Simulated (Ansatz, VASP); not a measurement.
# Two plane-wave programs on SnO2 (Cassiterite)

```
CELL_PARAMETERS angstrom
4.73800 0.00000 0.00000
0.00000 4.73800 0.00000
0.00000 0.00000 3.18650
ATOMIC_POSITIONS crystal
Sn 0.00000 0.00000 0.00000
Sn 0.50000 0.50000 0.50000
O 0.30710 0.30710 0.00000
O 0.19290 0.80710 0.50000
O 0.69290 0.69290 0.00000
O 0.80710 0.19290 0.50000
```

Alike in both runs: task single point; functional PBEsol; k mesh 4 × 4 × 6; occupations gaussian, width 0.1 eV; no spin polarisation.

|  | VASP | Ansatz |
| --- | --- | --- |
| version | VASP 6.6.1 | Ansatz 0.2.0 |
| potentials or method | VASP PAW PBE potentials, release 64 (Sn_d, O) | scalar-relativistic, plane waves, PAW |
| plane-wave cutoff (eV) | 520 | 420 |
| valence electrons in the cell | 52 | 52 |

VASP gave:

| Item | Value |
| --- | --- |
| gap on the k mesh at the Fermi level (eV) | 1.18 |
| least direct gap on the mesh (eV) | 1.18 |
| pressure (GPa) | 5.4 |
| largest component of the traceless stress (GPa) | 1.53 |
| rms of the force components (eV/Å) | 0.108 |

Problem. What did Ansatz give for the same quantities?

Solution. gap on the k mesh at the Fermi level (eV): 1.18; least direct gap on the mesh (eV): 1.18; pressure (GPa): 4.7; largest component of the traceless stress (GPa): 1.27; rms of the force components (eV/Å): 0.099.

Atom by atom the forces differ by 0.009 eV/Å (rms over components). The functional is the same, so the differences come from potentials, cutoffs and numerics.

Caveats: the PAW data sets were made with another functional, which shifts forces and pressure a little (VASP); spin-orbit coupling is left out, which moves the levels of the heavy elements. A hybrid or GW would open this gap; PBEsol tends to underestimate it.
